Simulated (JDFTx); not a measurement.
BN under changes of volume

One of the cells (9.145 Å³/atom); the others are scaled copies at fixed shape and fractional positions:

```
N B
1.0
     1.25112    0.72234    3.37293
    -1.25112    0.72234    3.37293
     0.00000   -1.44467    3.37293
N B
1 1
Direct
  0.66724 0.66724 0.66724
  0.00033 0.00033 0.00033
```

The cell is a database's computed one.

- Program: JDFTx 1.7.0 (patched build)
- Functional: PBE
- Potentials or basis: PseudoDojo-SR-PBE-0.5-standard
- Cutoff: 1143 eV
- Density cutoff: 9143 eV
- k mesh: 12 × 12 × 12
- Occupations: fermi-dirac, width 0.05 eV
- Spin: no spin polarisation

```csv
volume (Å³/atom),energy over the lowest point (meV/atom),pressure (GPa),gap on the mesh (eV),largest force (eV/Å)
8.596,39.53,20.0,4.39,0.001
8.779,20.19,13.9,4.37,0.001
8.962,7.54,8.3,4.34,0.002
9.145,0.98,3.2,4.31,0.004
9.328,0.00,-1.4,4.29,0.005
9.510,4.11,-5.7,4.26,0.006
9.693,?,?,?,?
```

Q: What does the run at 9.693 Å³/atom give?

A: Energy over the lowest point 12.87 meV/atom; pressure -9.6 GPa; gap on the mesh 4.23 eV; largest force 0.007 eV/Å.

Worked out: A Birch-Murnaghan fit of order 3 (a polynomial in V^(-2/3)) to the other rows has its minimum at 9.27 Å³/atom with B0 = V·E''(V) = 233 GPa and B' = 3.5 at fixed shape and positions, which overstates the stiffness. It gives 12.90 meV/atom at 9.693 Å³/atom, against the run's 12.87, and -dE/dV = -9.6 GPa, against -9.6. A straight line through the other rows of the gap, of slope -1.3 eV per unit of ln V, extrapolates to 4.24 eV, against the run's 4.23.

Energies are extrapolated to zero smearing.

A mesh can miss the band edges.
